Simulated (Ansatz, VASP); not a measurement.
**BP2 in VASP and in Ansatz**

```
CELL_PARAMETERS angstrom
-3.08155 3.08155 1.91805
3.08155 -3.08155 1.91805
3.08155 3.08155 -1.91805
ATOMIC_POSITIONS crystal
B 0.00000 0.00000 0.00000
B 0.75000 0.25000 0.50000
P 0.37500 0.62500 0.75000
P 0.37500 0.12500 0.75000
P 0.37500 0.62500 0.25000
P 0.87500 0.62500 0.25000
```

Alike in both runs: functional PBE; k mesh 6 × 6 × 6; occupations gaussian, width 0.1 eV; no spin polarisation.

Ansatz relaxed the structure, and its values are those at the end. VASP's run is a single point on that final structure, the one shown.

|  | VASP | Ansatz |
| --- | --- | --- |
| version | VASP 6.6.1 | Ansatz 0.2.0 |
| potentials or method | VASP PAW PBE potentials, release 64 (B, P) | scalar-relativistic, plane waves, PAW |
| plane-wave cutoff (eV) | 520 | 420 |
| valence electrons in the cell | 26 | 26 |

```tsv
	VASP	Ansatz	Ansatz less VASP
gap on the k mesh at the Fermi level (eV)	none	none	-
pressure (GPa)	-0.3	0.0	+0.28
```

A gap of «none» marks a metal or a gap that the smearing closes.
